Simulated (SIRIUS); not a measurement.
# GaAs (F-43m) in SIRIUS: notebook, part 2 of 3

SIRIUS 7.12.0.

### 3 Equation of state, WC, 21.69 Å³/atom (volume scaled by 0.96)

The input, sirius.json:

```json
{
  "control": {
    "processing_unit": "cpu",
    "std_evp_solver_name": "lapack",
    "gen_evp_solver_name": "lapack",
    "verbosity": 2,
    "print_forces": false,
    "ortho_rf": true,
    "use_second_variation": true,
    "rmt_max": 3.0,
    "num_bands_to_print": 24,
    "save_wf": true
  },
  "parameters": {
    "electronic_structure_method": "full_potential_lapwlo",
    "xc_functionals": ["XC_GGA_X_WC", "XC_GGA_C_PBE"],
    "core_relativity": "dirac",
    "valence_relativity": "iora",
    "num_fv_states": 29,
    "smearing": "fermi_dirac",
    "smearing_width": 0.0018374661,
    "pw_cutoff": 20,
    "gk_cutoff": 3.77,
    "lmax_apw": 10,
    "lmax_rho": 8,
    "lmax_pot": 8,
    "num_mag_dims": 0,
    "auto_rmt": 0,
    "ngridk": [8, 8, 8],
    "shiftk": [0, 0, 0],
    "num_dft_iter": 80,
    "energy_tol": 1e-07,
    "density_tol": 1e-05,
    "use_symmetry": true
  },
  "settings": {"tol_ne": 1e-10},
  "iterative_solver": {"type": "exact"},
  "mixer": {"type": "anderson", "beta": 0.5, "max_history": 8},
  "unit_cell": {
    "lattice_vectors": [[0.0, 5.2697746302, 5.2697746302], [5.2697746302, 0.0, 5.2697746302], [5.2697746302, 5.2697746302, 0.0]],
    "atom_types": ["As", "Ga"],
    "atom_files": {"As": "As.json", "Ga": "Ga.json"},
    "atoms": {"As": [[0.75, 0.75, 0.75]], "Ga": [[0.0, 0.0, 0.0]]}
  }
}
```

The input, As.json:

```json
{
  "name": "arsenic",
  "symbol": "As",
  "number": 33,
  "mass": 74.9216,
  "rmin": 1e-06,
  "rmt": 2.23,
  "nrmt": 800,
  "rinf": 15.07,
  "core": "1s2s2p",
  "valence": [
    {"basis": [{"enu": 0.0, "dme": 0, "n": 0, "auto": 0}, {"enu": 0.0, "dme": 1, "n": 0, "auto": 0}]},
    {"l": 0, "n": 1, "basis": [{"enu": -0.0214, "dme": 0, "n": 0, "auto": 0}]},
    {"l": 1, "n": 2, "basis": [{"enu": 0.1, "dme": 0, "n": 0, "auto": 0}]},
    {"l": 2, "n": 3, "basis": [{"enu": 0.1, "dme": 0, "n": 0, "auto": 0}]},
    {"l": 3, "n": 4, "basis": [{"enu": 0.1, "dme": 0, "n": 0, "auto": 0}]}
  ],
  "lo": [
    {
      "l": 0,
      "basis": [{"enu": -0.0214, "dme": 0, "n": 0, "auto": 0}, {"enu": -0.0214, "dme": 1, "n": 0, "auto": 0}]
    },
    {
      "l": 0,
      "basis": [{"enu": -0.0214, "dme": 1, "n": 0, "auto": 0}, {"enu": -0.0214, "dme": 2, "n": 0, "auto": 0}]
    },
    {
      "l": 0,
      "basis": [{"enu": -6.6508, "dme": 0, "n": 3, "auto": 1}, {"enu": -6.6508, "dme": 1, "n": 3, "auto": 1}]
    },
    {
      "l": 0,
      "basis": [{"enu": -0.0214, "dme": 0, "n": 0, "auto": 0}, {"enu": 2.3917, "dme": 0, "n": 0, "auto": 0}]
    },
    {"l": 1, "basis": [{"enu": 0.1, "dme": 0, "n": 0, "auto": 0}, {"enu": 0.1, "dme": 1, "n": 0, "auto": 0}]},
    {
      "l": 1,
      "basis": [{"enu": -4.6009, "dme": 0, "n": 3, "auto": 1}, {"enu": -4.6009, "dme": 1, "n": 3, "auto": 1}]
    },
    {"l": 1, "basis": [{"enu": -4.6009, "dme": 1, "n": 3, "auto": 1}, {"enu": 0.1, "dme": 0, "n": 0, "auto": 0}]},
    {"l": 1, "basis": [{"enu": 0.1, "dme": 0, "n": 0, "auto": 0}, {"enu": 3.8001, "dme": 0, "n": 0, "auto": 0}]},
    {"l": 2, "basis": [{"enu": 0.1, "dme": 0, "n": 0, "auto": 0}, {"enu": 0.1, "dme": 1, "n": 0, "auto": 0}]},
    {
      "l": 2,
      "basis": [{"enu": -1.2085, "dme": 0, "n": 3, "auto": 1}, {"enu": -1.2085, "dme": 1, "n": 3, "auto": 1}]
    },
    {"l": 2, "basis": [{"enu": -1.2085, "dme": 1, "n": 3, "auto": 1}, {"enu": 0.1, "dme": 0, "n": 0, "auto": 0}]},
    {"l": 2, "basis": [{"enu": 0.1, "dme": 0, "n": 0, "auto": 0}, {"enu": 4.2827, "dme": 0, "n": 0, "auto": 0}]},
    {"l": 3, "basis": [{"enu": 0.1, "dme": 0, "n": 0, "auto": 0}, {"enu": 0.1, "dme": 1, "n": 0, "auto": 0}]},
    {"l": 3, "basis": [{"enu": 0.1, "dme": 0, "n": 0, "auto": 0}, {"enu": 3.599, "dme": 0, "n": 0, "auto": 0}]}
  ],
  "free_atom": [... radial grid and density of the free atom, the start of the SCF ...]
}
```

The input, Ga.json:

```json
{
  "name": "gallium",
  "symbol": "Ga",
  "number": 31,
  "mass": 69.723,
  "rmin": 1e-06,
  "rmt": 2.23,
  "nrmt": 800,
  "rinf": 19.67,
  "core": "1s2s2p",
  "valence": [
    {"basis": [{"enu": 0.0, "dme": 0, "n": 0, "auto": 0}, {"enu": 0.0, "dme": 1, "n": 0, "auto": 0}]},
    {"l": 0, "n": 1, "basis": [{"enu": 0.0321, "dme": 0, "n": 0, "auto": 0}]},
    {"l": 1, "n": 2, "basis": [{"enu": 0.1, "dme": 0, "n": 0, "auto": 0}]},
    {"l": 2, "n": 3, "basis": [{"enu": 0.1, "dme": 0, "n": 0, "auto": 0}]},
    {"l": 3, "n": 4, "basis": [{"enu": 0.1, "dme": 0, "n": 0, "auto": 0}]}
  ],
  "lo": [
    {
      "l": 0,
      "basis": [{"enu": 0.0321, "dme": 0, "n": 0, "auto": 0}, {"enu": 0.0321, "dme": 1, "n": 0, "auto": 0}]
    },
    {
      "l": 0,
      "basis": [{"enu": -5.2043, "dme": 0, "n": 3, "auto": 1}, {"enu": -5.2043, "dme": 1, "n": 3, "auto": 1}]
    },
    {
      "l": 0,
      "basis": [{"enu": -5.2043, "dme": 1, "n": 3, "auto": 1}, {"enu": 0.0321, "dme": 0, "n": 0, "auto": 0}]
    },
    {
      "l": 0,
      "basis": [{"enu": 0.0321, "dme": 0, "n": 0, "auto": 0}, {"enu": 3.2495, "dme": 0, "n": 0, "auto": 0}]
    },
    {"l": 1, "basis": [{"enu": 0.1, "dme": 0, "n": 0, "auto": 0}, {"enu": 0.1, "dme": 1, "n": 0, "auto": 0}]},
    {
      "l": 1,
      "basis": [{"enu": -3.4208, "dme": 0, "n": 3, "auto": 1}, {"enu": -3.4208, "dme": 1, "n": 3, "auto": 1}]
    },
    {"l": 1, "basis": [{"enu": -3.4208, "dme": 1, "n": 3, "auto": 1}, {"enu": 0.1, "dme": 0, "n": 0, "auto": 0}]},
    {"l": 1, "basis": [{"enu": 0.1, "dme": 0, "n": 0, "auto": 0}, {"enu": 3.8001, "dme": 0, "n": 0, "auto": 0}]},
    {"l": 2, "basis": [{"enu": 0.1, "dme": 0, "n": 0, "auto": 0}, {"enu": 0.1, "dme": 1, "n": 0, "auto": 0}]},
    {
      "l": 2,
      "basis": [{"enu": -0.5141, "dme": 0, "n": 3, "auto": 1}, {"enu": -0.5141, "dme": 1, "n": 3, "auto": 1}]
    },
    {"l": 2, "basis": [{"enu": -0.5141, "dme": 1, "n": 3, "auto": 1}, {"enu": 0.1, "dme": 0, "n": 0, "auto": 0}]},
    {"l": 2, "basis": [{"enu": 0.1, "dme": 0, "n": 0, "auto": 0}, {"enu": 4.2827, "dme": 0, "n": 0, "auto": 0}]},
    {"l": 3, "basis": [{"enu": 0.1, "dme": 0, "n": 0, "auto": 0}, {"enu": 0.1, "dme": 1, "n": 0, "auto": 0}]},
    {"l": 3, "basis": [{"enu": 0.1, "dme": 0, "n": 0, "auto": 0}, {"enu": 3.599, "dme": 0, "n": 0, "auto": 0}]}
  ],
  "free_atom": [... radial grid and density of the free atom, the start of the SCF ...]
}
```

The input, sirius_start.json:

```json
{
  "control": {
    "processing_unit": "cpu",
    "std_evp_solver_name": "lapack",
    "gen_evp_solver_name": "lapack",
    "verbosity": 1,
    "print_forces": false,
    "ortho_rf": true,
    "use_second_variation": true,
    "rmt_max": 3.0,
    "num_bands_to_print": 24,
    "save_wf": false
  },
  "parameters": {
    "electronic_structure_method": "full_potential_lapwlo",
    "xc_functionals": ["XC_LDA_X", "XC_LDA_C_PW"],
    "core_relativity": "dirac",
    "valence_relativity": "iora",
    "num_fv_states": 29,
    "smearing": "fermi_dirac",
    "smearing_width": 0.0055123983,
    "pw_cutoff": 20,
    "gk_cutoff": 3.01,
    "lmax_apw": 10,
    "lmax_rho": 8,
    "lmax_pot": 8,
    "num_mag_dims": 0,
    "auto_rmt": 0,
    "ngridk": [3, 3, 3],
    "shiftk": [0, 0, 0],
    "num_dft_iter": 30,
    "energy_tol": 0.01,
    "density_tol": 0.05,
    "use_symmetry": true
  },
  "settings": {"tol_ne": 1e-10},
  "iterative_solver": {"type": "exact"},
  "mixer": {"type": "anderson", "beta": 0.5, "max_history": 8},
  "unit_cell": {
    "lattice_vectors": [[0.0, 5.2697746302, 5.2697746302], [5.2697746302, 0.0, 5.2697746302], [5.2697746302, 5.2697746302, 0.0]],
    "atom_types": ["As", "Ga"],
    "atom_files": {"As": "As.json", "Ga": "Ga.json"},
    "atoms": {"As": [[0.75, 0.75, 0.75]], "Ga": [[0.0, 0.0, 0.0]]}
  }
}
```

Potentials or basis: all-electron FP-LAPW, apw+lo standard.

Launch:

```console
$ OMP_NUM_THREADS=1 sirius.scf --input=sirius_start.json --output=start.json
$ OMP_NUM_THREADS=1 sirius.scf --input=sirius.json --output=output.json --task=1
```

It took 64 s on 1 thread of Arm Neoverse V1, shared host; peak memory 0.45 GiB.

Results (log left out):

```
Free energy                                       : -114404.1135 eV
Band gap on the k mesh                            : 0.70 eV, direct
All electrons inside the program's atomic spheres : As 31.14; Ga 29.40 (radii As 2.23, Ga 2.23 bohr)
```

### 4 Equation of state, WC, 22.14 Å³/atom (volume scaled by 0.98)

sirius.json: that of step 3 with these lines changed.

```diff
@@ -39,3 +39,3 @@
   "unit_cell": {
-    "lattice_vectors": [[0.0, 5.2697746302, 5.2697746302], [5.2697746302, 0.0, 5.2697746302], [5.2697746302, 5.2697746302, 0.0]],
+    "lattice_vectors": [[0.0, 5.3061190521, 5.3061190521], [5.3061190521, 0.0, 5.3061190521], [5.3061190521, 5.3061190521, 0.0]],
     "atom_types": ["As", "Ga"],
```

The input, As.json:

```json
{
  "name": "arsenic",
  "symbol": "As",
  "number": 33,
  "mass": 74.9216,
  "rmin": 1e-06,
  "rmt": 2.23,
  "nrmt": 800,
  "rinf": 15.07,
  "core": "1s2s2p",
  "valence": [
    {"basis": [{"enu": -0.01, "dme": 0, "n": 0, "auto": 0}, {"enu": -0.01, "dme": 1, "n": 0, "auto": 0}]},
    {"l": 0, "n": 1, "basis": [{"enu": -0.0314, "dme": 0, "n": 0, "auto": 0}]},
    {"l": 1, "n": 2, "basis": [{"enu": 0.09, "dme": 0, "n": 0, "auto": 0}]},
    {"l": 2, "n": 3, "basis": [{"enu": 0.09, "dme": 0, "n": 0, "auto": 0}]},
    {"l": 3, "n": 4, "basis": [{"enu": 0.09, "dme": 0, "n": 0, "auto": 0}]}
  ],
  "lo": [
    {
      "l": 0,
      "basis": [{"enu": -0.0314, "dme": 0, "n": 0, "auto": 0}, {"enu": -0.0314, "dme": 1, "n": 0, "auto": 0}]
    },
    {
      "l": 0,
      "basis": [{"enu": -0.0314, "dme": 1, "n": 0, "auto": 0}, {"enu": -0.0314, "dme": 2, "n": 0, "auto": 0}]
    },
    {
      "l": 0,
      "basis": [{"enu": -6.6608, "dme": 0, "n": 3, "auto": 1}, {"enu": -6.6608, "dme": 1, "n": 3, "auto": 1}]
    },
    {
      "l": 0,
      "basis": [{"enu": -0.0314, "dme": 0, "n": 0, "auto": 0}, {"enu": 2.3817, "dme": 0, "n": 0, "auto": 0}]
    },
    {"l": 1, "basis": [{"enu": 0.09, "dme": 0, "n": 0, "auto": 0}, {"enu": 0.09, "dme": 1, "n": 0, "auto": 0}]},
    {
      "l": 1,
      "basis": [{"enu": -4.6109, "dme": 0, "n": 3, "auto": 1}, {"enu": -4.6109, "dme": 1, "n": 3, "auto": 1}]
    },
    {
      "l": 1,
      "basis": [{"enu": -4.6109, "dme": 1, "n": 3, "auto": 1}, {"enu": 0.09, "dme": 0, "n": 0, "auto": 0}]
    },
    {"l": 1, "basis": [{"enu": 0.09, "dme": 0, "n": 0, "auto": 0}, {"enu": 3.7901, "dme": 0, "n": 0, "auto": 0}]},
    {"l": 2, "basis": [{"enu": 0.09, "dme": 0, "n": 0, "auto": 0}, {"enu": 0.09, "dme": 1, "n": 0, "auto": 0}]},
    {
      "l": 2,
      "basis": [{"enu": -1.2185, "dme": 0, "n": 3, "auto": 1}, {"enu": -1.2185, "dme": 1, "n": 3, "auto": 1}]
    },
    {
      "l": 2,
      "basis": [{"enu": -1.2185, "dme": 1, "n": 3, "auto": 1}, {"enu": 0.09, "dme": 0, "n": 0, "auto": 0}]
    },
    {"l": 2, "basis": [{"enu": 0.09, "dme": 0, "n": 0, "auto": 0}, {"enu": 4.2727, "dme": 0, "n": 0, "auto": 0}]},
    {"l": 3, "basis": [{"enu": 0.09, "dme": 0, "n": 0, "auto": 0}, {"enu": 0.09, "dme": 1, "n": 0, "auto": 0}]},
    {"l": 3, "basis": [{"enu": 0.09, "dme": 0, "n": 0, "auto": 0}, {"enu": 3.589, "dme": 0, "n": 0, "auto": 0}]}
  ],
  "free_atom": [... radial grid and density of the free atom, the start of the SCF ...]
}
```

The input, Ga.json:

```json
{
  "name": "gallium",
  "symbol": "Ga",
  "number": 31,
  "mass": 69.723,
  "rmin": 1e-06,
  "rmt": 2.23,
  "nrmt": 800,
  "rinf": 19.67,
  "core": "1s2s2p",
  "valence": [
    {"basis": [{"enu": -0.01, "dme": 0, "n": 0, "auto": 0}, {"enu": -0.01, "dme": 1, "n": 0, "auto": 0}]},
    {"l": 0, "n": 1, "basis": [{"enu": 0.0221, "dme": 0, "n": 0, "auto": 0}]},
    {"l": 1, "n": 2, "basis": [{"enu": 0.09, "dme": 0, "n": 0, "auto": 0}]},
    {"l": 2, "n": 3, "basis": [{"enu": 0.09, "dme": 0, "n": 0, "auto": 0}]},
    {"l": 3, "n": 4, "basis": [{"enu": 0.09, "dme": 0, "n": 0, "auto": 0}]}
  ],
  "lo": [
    {
      "l": 0,
      "basis": [{"enu": 0.0221, "dme": 0, "n": 0, "auto": 0}, {"enu": 0.0221, "dme": 1, "n": 0, "auto": 0}]
    },
    {
      "l": 0,
      "basis": [{"enu": -5.2143, "dme": 0, "n": 3, "auto": 1}, {"enu": -5.2143, "dme": 1, "n": 3, "auto": 1}]
    },
    {
      "l": 0,
      "basis": [{"enu": -5.2143, "dme": 1, "n": 3, "auto": 1}, {"enu": 0.0221, "dme": 0, "n": 0, "auto": 0}]
    },
    {
      "l": 0,
      "basis": [{"enu": 0.0221, "dme": 0, "n": 0, "auto": 0}, {"enu": 3.2395, "dme": 0, "n": 0, "auto": 0}]
    },
    {"l": 1, "basis": [{"enu": 0.09, "dme": 0, "n": 0, "auto": 0}, {"enu": 0.09, "dme": 1, "n": 0, "auto": 0}]},
    {
      "l": 1,
      "basis": [{"enu": -3.4308, "dme": 0, "n": 3, "auto": 1}, {"enu": -3.4308, "dme": 1, "n": 3, "auto": 1}]
    },
    {
      "l": 1,
      "basis": [{"enu": -3.4308, "dme": 1, "n": 3, "auto": 1}, {"enu": 0.09, "dme": 0, "n": 0, "auto": 0}]
    },
    {"l": 1, "basis": [{"enu": 0.09, "dme": 0, "n": 0, "auto": 0}, {"enu": 3.7901, "dme": 0, "n": 0, "auto": 0}]},
    {"l": 2, "basis": [{"enu": 0.09, "dme": 0, "n": 0, "auto": 0}, {"enu": 0.09, "dme": 1, "n": 0, "auto": 0}]},
    {
      "l": 2,
      "basis": [{"enu": -0.5241, "dme": 0, "n": 3, "auto": 1}, {"enu": -0.5241, "dme": 1, "n": 3, "auto": 1}]
    },
    {
      "l": 2,
      "basis": [{"enu": -0.5241, "dme": 1, "n": 3, "auto": 1}, {"enu": 0.09, "dme": 0, "n": 0, "auto": 0}]
    },
    {"l": 2, "basis": [{"enu": 0.09, "dme": 0, "n": 0, "auto": 0}, {"enu": 4.2727, "dme": 0, "n": 0, "auto": 0}]},
    {"l": 3, "basis": [{"enu": 0.09, "dme": 0, "n": 0, "auto": 0}, {"enu": 0.09, "dme": 1, "n": 0, "auto": 0}]},
    {"l": 3, "basis": [{"enu": 0.09, "dme": 0, "n": 0, "auto": 0}, {"enu": 3.589, "dme": 0, "n": 0, "auto": 0}]}
  ],
  "free_atom": [... radial grid and density of the free atom, the start of the SCF ...]
}
```

sirius_start.json: that of step 3 with these lines changed.

```diff
@@ -39,3 +39,3 @@
   "unit_cell": {
-    "lattice_vectors": [[0.0, 5.2697746302, 5.2697746302], [5.2697746302, 0.0, 5.2697746302], [5.2697746302, 5.2697746302, 0.0]],
+    "lattice_vectors": [[0.0, 5.3061190521, 5.3061190521], [5.3061190521, 0.0, 5.3061190521], [5.3061190521, 5.3061190521, 0.0]],
     "atom_types": ["As", "Ga"],
```

Launch:

```console
$ OMP_NUM_THREADS=1 sirius.scf --input=sirius_start.json --output=start.json
$ OMP_NUM_THREADS=1 sirius.scf --input=sirius.json --output=output.json --task=1
```

It took 65 s on 1 thread of Arm Neoverse V1, shared host; peak memory 0.46 GiB.

Results (log left out):

* Free energy: -114404.1271 eV
* Band gap on the k mesh: 0.54 eV, direct
* All electrons inside the program's atomic spheres: As 31.12; Ga 29.38 (radii As 2.23, Ga 2.23 bohr)

### 5 Equation of state, WC, 22.59 Å³/atom

sirius.json: that of step 4 with these lines changed.

```diff
@@ -39,3 +39,3 @@
   "unit_cell": {
-    "lattice_vectors": [[0.0, 5.3061190521, 5.3061190521], [5.3061190521, 0.0, 5.3061190521], [5.3061190521, 5.3061190521, 0.0]],
+    "lattice_vectors": [[0.0, 5.3419722954, 5.3419722954], [5.3419722954, 0.0, 5.3419722954], [5.3419722954, 5.3419722954, 0.0]],
     "atom_types": ["As", "Ga"],
```

As.json is that of step 4.

Ga.json is that of step 4.

sirius_start.json: that of step 4 with these lines changed.

```diff
@@ -39,3 +39,3 @@
   "unit_cell": {
-    "lattice_vectors": [[0.0, 5.3061190521, 5.3061190521], [5.3061190521, 0.0, 5.3061190521], [5.3061190521, 5.3061190521, 0.0]],
+    "lattice_vectors": [[0.0, 5.3419722954, 5.3419722954], [5.3419722954, 0.0, 5.3419722954], [5.3419722954, 5.3419722954, 0.0]],
     "atom_types": ["As", "Ga"],
```

Launch:

```console
$ OMP_NUM_THREADS=1 sirius.scf --input=sirius_start.json --output=start.json
$ OMP_NUM_THREADS=1 sirius.scf --input=sirius.json --output=output.json --task=1
```

It took 68 s on 1 thread of Arm Neoverse V1, shared host; peak memory 0.47 GiB.

It converged, with:

| Property | Result |
| --- | --- |
| Free energy | -114404.1330 eV |
| Band gap on the k mesh | 0.39 eV, direct |
| All electrons inside the program's atomic spheres | As 31.10; Ga 29.36 (radii As 2.23, Ga 2.23 bohr) |

(Part 2 of 3 ends here.)
